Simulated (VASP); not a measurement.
Input of a VASP 6.6.1 run:

File INCAR:

```
ALGO = Fast
EDIFF = 1E-7
EDIFFG = -0.005
ENCUT = 600
GGA = RE
IBRION = 2
ISIF = 3
ISMEAR = -1
IVDW = 13
LASPH = True
LCHARG = False
LREAL = False
LWAVE = False
NELM = 100
NSW = 60
PREC = Accurate
SIGMA = 0.05
```

The input KPOINTS:

```
k-points
0
Gamma
  8 8 8
```

POSCAR

```
PbSe
1.0
    0.0000000000      3.0606500000      3.0606500000
    3.0606500000      0.0000000000      3.0606500000
    3.0606500000      3.0606500000      0.0000000000
Pb Se
1 1
Direct
    0.0000000000      0.0000000000      0.0000000000
    0.5000000000      0.5000000000      0.5000000000
```

Potentials or basis: VASP PAW PBE potentials, release 64 (Pb_d, Se).

Launch:

```sh
$ cat potpaw_PBE.64/Pb_d/POTCAR potpaw_PBE.64/Se/POTCAR > POTCAR
$ mpirun -np 1 vasp_std > vasp.out
```

Question: What does it give for the space group after relaxing (to 0.05 Å)?

Answer: Fm-3m (No. 225).

Question: What does it give for the relaxed volume?

Answer: 28.85 Å³/atom.

Question: Estimate the relaxed cell.

Answer: a = 4.338 Å, b = 4.338 Å, c = 4.338 Å, α = 60.00°, β = 60.00°, γ = 60.00°.

Question: Estimate the dispersion energy per atom.

Answer: -0.614 eV.

Final structure:
```
Pb Se
1.0
     0.00000    3.06716    3.06716
     3.06716    0.00000    3.06716
     3.06716    3.06716    0.00000
Pb Se
1 1
Cartesian
  0.0000 0.0000 0.0000
  3.0672 3.0672 3.0672
```

Caveat: the PAW data sets were made with another functional, which shifts forces and pressure a little.

The cell as given is a measured one (28.67 Å³/atom); revPBE+D4 puts the equilibrium volume +0.6 % from it, thermal expansion not counted.
